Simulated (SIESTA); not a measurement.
Zn under changes of volume

One of the cells (15.760 Å³/atom); the others are scaled copies at fixed shape and fractional positions:

```
Zn
1.0
    -1.57943    1.57943    1.57943
     1.57943   -1.57943    1.57943
     1.57943    1.57943   -1.57943
Zn
1
Direct
  0.00000 0.00000 0.00000
```

This isn't the form of Zn at room conditions, which is hcp.

* Program: SIESTA 5.4.2
* Functional: PBE
* Potentials or basis: PseudoDojo 0.4 standard (PBE files)
* Basis: DZP (energy shift 0.002 Ry)
* Grid cutoff: 800 Ry
* Energy shift: 0.002 Ry
* k mesh: 12 × 12 × 12
* Occupations: fermi-dirac, width 0.05 eV
* Spin: no spin polarisation

```tsv
volume (Å³/atom)	energy over the lowest point (meV/atom)	pressure (GPa)
14.524	?	?
14.833	0.00	-0.1
15.142	2.01	-2.1
15.760	18.23	-5.3
16.069	29.10	-6.0
16.378	41.93	-7.3
```

What does the run at 14.524 Å³/atom give?

Energy over the lowest point 0.46 meV/atom; pressure 0.7 GPa.

Worked out: A Birch-Murnaghan fit of order 3 (a polynomial in V^(-2/3)) to the other rows has its minimum at 14.86 Å³/atom with B0 = V·E''(V) = 139 GPa (rough, since the energies scatter). It gives 3.52 meV/atom at 14.524 Å³/atom, against the run's 0.46, and -dE/dV = 3.6 GPa, against 0.7.

Energies are extrapolated to zero smearing.

Caveats: semicore shells carry a single zeta, which can move pressures by several GPa and volumes by a few percent; the basis of atomic orbitals isn't converged, which shifts pressures, moduli and gaps.
